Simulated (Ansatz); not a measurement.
**LiBr: a single-point run**

Wanted: a converged single-point run for LiBr, and a check of what comes out. The structure is shown as the input types it.

Computed with Ansatz 0.2.0 (DFT, PBE, norm-conserving pseudopotentials, Ansatz's default files, scalar-relativistic, unless a step's input says otherwise).

1 further run of the same task is left out (it didn't finish).

**1. The structure to begin with**

It takes space group Fm-3m (No. 225, cubic). Conventional cell: a = 5.501 Å, b = 5.501 Å, c = 5.501 Å, α = 90.00°, β = 90.00°, γ = 90.00°. Li (site symmetry m-3m) has 6 Br at 2.75 Å as nearest neighbours. Br (site symmetry m-3m) has 6 Li at 2.75 Å as nearest neighbours.

Structure file:

```
Li Br
1.0
     0.00000    2.75065    2.75065
     2.75065    0.00000    2.75065
     2.75065    2.75065    0.00000
Li Br
1 1
Direct
  0.00000 0.00000 0.00000
  0.50000 0.50000 0.50000
```

**2. Input and run**

input.yaml reads:

```yaml
crystal:
  lattice:
    - [0.0, 2.75065, 2.75065]
    - [2.75065, 0.0, 2.75065]
    - [2.75065, 2.75065, 0.0]
  atoms:
    - { symbol: Li, position: [0.0, 0.0, 0.0] }
    - { symbol: Br, position: [0.5, 0.5, 0.5] }
kpoints:
  mp_grid: { grid: [9, 9, 9] }
scf:
  occupations: { method: fermi_dirac, width: 0.03 }
hamiltonian:
  xc: pbe
  pseudopotentials: { kind: nc }
output:
  forces: true
  stress: true
  eigenvalues: true
  efg: { contact_densities: true }
  populations: true
```

On the command line:

```sh
> ansatz run input.yaml --threads 1 --pin off --max-ram 2048MiB --backend cpu --events-out ev --progress --plain --runs-dir out
```

Q: Will this input give a usable result? If not, why, and what should change?

The run ended at the input check. Its message: «output.efg without hamiltonian.pseudopotentials.kind: paw|paw_fr|all_electron or hamiltonian.pseudopotentials.kind: all_electron — the all-electron EFG reconstruction needs the PAW one-centre densities; drop the efg request ...»

The program refuses this combination of settings.

Fix: choose a set-up that the feature supports.
